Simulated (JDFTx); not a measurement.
**NaI under changes of volume**

One of the cells (33.899 Å³/atom); the others are scaled copies at fixed shape and fractional positions:

```xyz
2
Lattice="0.0000 3.2364 3.2364 3.2364 0.0000 3.2364 3.2364 3.2364 0.0000" Properties=species:S:1:pos:R:3 pbc="T T T"
I     3.2364    3.2364    3.2364
Na    0.0000    0.0000    0.0000
```

| Item | Value |
| --- | --- |
| Program | JDFTx 1.7.0 (patched build) |
| Functional | PBEsol |
| Potentials or basis | PseudoDojo-SR-PBEsol-0.4.1-standard with smoothed tails |
| Cutoff | 1197 eV |
| Density cutoff | 9578 eV |
| k mesh | 7 × 7 × 7 |
| Occupations | fermi-dirac, width 0.05 eV |
| Spin | no spin polarisation |

```tsv
volume (Å³/atom)	energy over the lowest point (meV/atom)	pressure (GPa)	gap on the mesh (eV)
31.865	1.42	0.5	3.67
32.543	0.00	0.1	3.61
33.221	0.16	-0.2	3.56
33.899	?	?	?
34.577	4.52	-0.8	3.46
35.255	8.41	-1.0	3.41
35.933	13.27	-1.3	3.37
```

What does the run at 33.899 Å³/atom give?

Energy over the lowest point 1.72 meV/atom; pressure -0.5 GPa; gap on the mesh 3.51 eV.

Worked out: A Birch-Murnaghan fit of order 3 (a polynomial in V^(-2/3)) to the other rows has its minimum at 32.81 Å³/atom with B0 = V·E''(V) = 17.2 GPa and B' = 4.9. It gives 1.72 meV/atom at 33.899 Å³/atom, against the run's 1.72, and -dE/dV = -0.5 GPa, against -0.5. A straight line through the other rows of the gap, of slope -2.5 eV per unit of ln V (its deformation potential), gives 3.51 eV, against the run's 3.51.

Energies are extrapolated to zero smearing.

Caveats: spin-orbit coupling is left out, which moves the levels of the heavy elements.
